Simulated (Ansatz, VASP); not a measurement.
## HgTe: VASP beside Ansatz

```
Hg Te
1.0
     0.00000    3.08742    3.08742
     3.08742    0.00000    3.08742
     3.08742    3.08742    0.00000
Hg Te
1 1
Direct
  0.00000 0.00000 0.00000
  0.50000 0.50000 0.50000
```

Alike in both runs: functional r2SCAN; k mesh 10 × 10 × 10; occupations fermi-dirac, width 0.1 eV; no spin polarisation.

Ansatz relaxed the structure, and its values are those at the end. VASP's run is a single point on that final structure, the one shown.

```csv
,VASP,Ansatz
version,VASP 6.6.1,Ansatz 0.2.0
potentials or method,"VASP PAW PBE potentials, release 64 (Hg, Te)",PAW plane waves
plane-wave cutoff (eV),520,500
valence electrons in the cell,18,36
```

```tsv
	VASP	Ansatz	Ansatz less VASP
pressure (GPa)	-1.8	-1.9	-0.11
```

The two sets of potentials don't hold the same shells in valence. Ansatz warned: «stress_scf_threshold_loose».

Caveats: the PAW data sets were made with another functional, which shifts forces and pressure a little (VASP). The runs have no spin-orbit coupling, so splittings on Hg, Te are missing.
